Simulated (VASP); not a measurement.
Runs of VASP 6.6.1 on BP. The structure is cubic, space group F-43m (No. 216). Conventional cell: a = 4.538 Å, b = 4.538 Å, c = 4.538 Å, α = 90.00°, β = 90.00°, γ = 90.00°. P (site symmetry -43m) has 4 B at 1.97 Å as nearest neighbours. B (site symmetry -43m) is surrounded by 4 P at 1.97 Å. 

```csv
task,level,potentials or basis,cell,k mesh,cutoff (eV),smearing,ladder,grid for exact exchange (PRECFOCK),exchange at q = 0,share of exact exchange,screening parameter,gap on the mesh (eV),pressure (GPa),relaxed volume (Å³/atom)
relaxation of cell and atoms,PBEsol,"VASP PAW PBE potentials, release 64 (P, B)",relaxed,8 × 8 × 8,600,gaussian 0.02 eV,gaps,-,-,-,-,1.15,0.0,11.55
relaxation of cell and atoms,LDA,"VASP PAW LDA potentials, release 64 (P, B)",relaxed,8 × 8 × 8,600,gaussian 0.02 eV,gaps,-,-,-,-,(b),0.0,11.31
single point,LDA,"VASP PAW LDA potentials, release 64 (P, B)",as given,10 × 10 × 10,520,gaussian 0.02 eV,-,-,-,-,-,1.19,(a),-
band structure,r2SCAN-EpsX,"VASP PAW PBE potentials, release 64 (P, B)",as given,8 × 8 × 8,520,gaussian 0.02 eV,gaps,Fast,truncated,0.1079,-,2.03,-1.6,-
band structure,AM05,"VASP PAW PBE potentials, release 64 (P, B)",as given,10 × 10 × 10,520,fermi-dirac 0.05 eV,-,-,-,-,-,1.14,-,-
band structure,PBE,"VASP PAW PBE potentials, release 64 (P, B)",as given,10 × 10 × 10,520,fermi-dirac 0.05 eV,-,-,-,-,-,1.24,-,-
band structure,HSE06,"VASP PAW PBE potentials, release 64 (P, B)",as given,8 × 8 × 8,520,gaussian 0.02 eV,free,Fast,-,-,0.2 1/A,(d),-2.2,-
band structure,PBEsol,"VASP PAW PBE potentials, release 64 (P, B)",as given,10 × 10 × 10,520,fermi-dirac 0.05 eV,-,-,-,-,-,1.13,-,-
relaxation of cell and atoms,MS2,"VASP PAW PBE potentials, release 64 (P, B)",relaxed,10 × 10 × 10,600,gaussian 0.05 eV,-,-,-,-,-,1.70,0.0,11.55
single point,PBE,"VASP PAW PBE potentials, release 64 (P, B)",as given,10 × 10 × 10,520,fermi-dirac 0.05 eV,-,-,-,-,-,1.24,(c),-
```

Alike in all rows: no spin polarisation.

Q: Fill in the values left out.

A: (a) -5.3; (b) 1.18; (c) 0.9; (d) 2.01.

Caveats: the PAW data sets were made with another functional, which shifts forces and pressure a little (some runs).

A k mesh can miss the band edges.

Not every run made on this cell is shown here.
